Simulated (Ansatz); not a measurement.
Zinc-blende ZnTe was calculated with PBE in Ansatz (PAW).

Run with plane-wave cutoff 520 eV, 10×10×10 k mesh, Fermi–Dirac smearing 0.01 eV, scalar-relativistic PAW data made under PBE.

The cell is scaled about its equilibrium volume:

```
V (Å³/atom)  P (GPa)  direct gap at Γ (eV)
-----------  -------  --------------------
27.720          3.09                 1.368
28.310          1.94                 1.267
28.900          0.92                 1.170
29.489          0.00                 1.077
30.079         -0.82                 0.988
30.669         -1.55                 0.902
31.259         -2.20                 0.820
```

A straight line through the gaps at Γ against ln V gives a volume deformation potential dE_g(Γ)/d ln V of -4.6 eV: the gap at Γ widens under compression.

Measured, for comparison: band gap 2.43 eV (zero-point renormalisation of 40 meV (experimental, the table's column) added back here, direct; inputs from Miglio et al. (2020), arXiv:2011.12765).

Spin–orbit coupling is not included; with these elements it can move the gap by several tenths of an eV or more.

Ansatz is a first-principles code.
